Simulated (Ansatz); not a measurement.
# HgSe: the cost of one run

Computed with Ansatz 0.2.0 (DFT HSE06, spin-orbit coupling, plane waves, PAW, unless a step's input says otherwise).

## (1) The structure to begin with

The structure is cubic, space group F-43m (No. 216). The conventional cell has a = 6.085 Å, b = 6.085 Å, c = 6.085 Å, α = 90.00°, β = 90.00°, γ = 90.00°. Hg (site symmetry -43m) has 4 Se at 2.63 Å as nearest neighbours. Se (site symmetry -43m) is surrounded by 4 Hg at 2.63 Å.

Coordinates:

```cif
data_structure
_symmetry_space_group_name_H-M 'F-43m'
_symmetry_Int_Tables_number 216
_cell_length_a 6.0850
_cell_length_b 6.0850
_cell_length_c 6.0850
_cell_angle_alpha 90.000
_cell_angle_beta 90.000
_cell_angle_gamma 90.000
_cell_volume 225.31
loop_
_atom_site_label
_atom_site_type_symbol
_atom_site_symmetry_multiplicity
_atom_site_Wyckoff_symbol
_atom_site_fract_x
_atom_site_fract_y
_atom_site_fract_z
_atom_site_occupancy
Hg1 Hg 4 a 0.00000 0.00000 0.00000 1
Se1 Se 4 d 0.25000 0.25000 0.75000 1
```

## (2) Relaxing cell and atoms: HgSe

File input.yaml:

```yaml
crystal:
  lattice:
    - [0.0, 3.0425, 3.0425]
    - [3.0425, 0.0, 3.0425]
    - [3.0425, 3.0425, 0.0]
  atoms:
    - { symbol: Hg, position: [0.0, 0.0, 0.0] }
    - { symbol: Se, position: [0.25, 0.25, 0.25] }
scf:
  occupations: { method: gaussian, width: 0.01 }
output:
  forces: true
  stress: true
  eigenvalues: true
  write_density: true
  write_potential: true
  elf: true
  volumetric_format: npy
hamiltonian:
  xc: hse06
magnetization:
  noncollinear: true
  spin_orbit: true
relax:
  f_tol: 0.005
  max_steps: 60
  cell: { stress_tol: 0.03 }
kpoints:
  mp_grid: { grid: [4, 4, 4] }
```

Started as:

```
$ ansatz run input.yaml --threads 8 --pin off --max-ram 24576MiB --backend cpu --events-out ev --progress --plain --runs-dir out
```

**Question.** How long does this run take on 8 threads of Intel Xeon 6975P-C (Granite Rapids), shared host, and how much memory does it need?

About 65 s, with a peak of 1.5 GiB.
